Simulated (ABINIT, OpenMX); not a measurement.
One calculation of Pb, 5 ways

```
CELL_PARAMETERS angstrom
0.00000 2.47502 2.47502
2.47502 0.00000 2.47502
2.47502 2.47502 0.00000
ATOMIC_POSITIONS crystal
Pb 0.00000 0.00000 0.00000
```

Alike in all runs: task band structure; functional PBE; k mesh 9 × 9 × 9; occupations fermi-dirac, width 0.05 eV; no spin polarisation; no spin-orbit coupling. Pressure is positive in compression and, in plane waves, holds the error of the finite cutoff.

```
                                         program and potentials  plane-wave cutoff (eV)                                                  notes  pressure (GPa)
                                       ABINIT, SPMS NC PBE v1.0                     599                14 valence electrons an atom on average            2.26
                                       ABINIT, SG15 NC PBE v1.2                     844                14 valence electrons an atom on average            2.27
OpenMX, OpenMX 2013 PBE set, Pb8.0-s3p2d2f2, grid cutoff 500 Ry                       -  atomic basis; 14 valence electrons an atom on average            2.41
                    ABINIT, PseudoDojo NC SR PBE v0.4 stringent                    1197                22 valence electrons an atom on average            2.25
                   ABINIT, PseudoDojo NC SR PBE v0.4.1 standard                     762                14 valence electrons an atom on average            2.26
```

The pressure spans 2.25 (ABINIT, PseudoDojo NC SR PBE v0.4 stringent) to 2.41 GPa (OpenMX, OpenMX 2013 PBE set, Pb8.0-s3p2d2f2, grid cutoff 500 Ry). Rows in atomic bases carry the error of their basis and grid, which can be large.

Differences between rows come from potentials, basis sets and numerical settings, since the functional is the same but for its coding. Runs on potential files found faulty are left out.

All five runs put lead under compression in this cell, so the PBE equilibrium volume is larger. The cell is close to the measured one, and the sign fits the known tendency of PBE to underbind heavy metals, where its gradient correction weakens the cohesion that the local density approximation overestimates. Lead is soft, its bonding carried mainly by diffuse 6p electrons while the 6s pair lies deep, so even a modest pressure corresponds to a noticeable error in lattice constant.

The four plane-wave results lie between 2.25 and 2.27 GPa. Going from 14 to 22 valence electrons, which adds the 5s and 5p shells to the 5d, 6s and 6p, barely changes the pressure, suggesting that these deeper shells are nearly inert at this volume. The OpenMX value of 2.41 GPa stands apart, probably through its localised basis, though its different potential could also contribute. The close agreement in pressure does not establish equal agreement in the bands, particularly for unoccupied states, which hardly affect it.
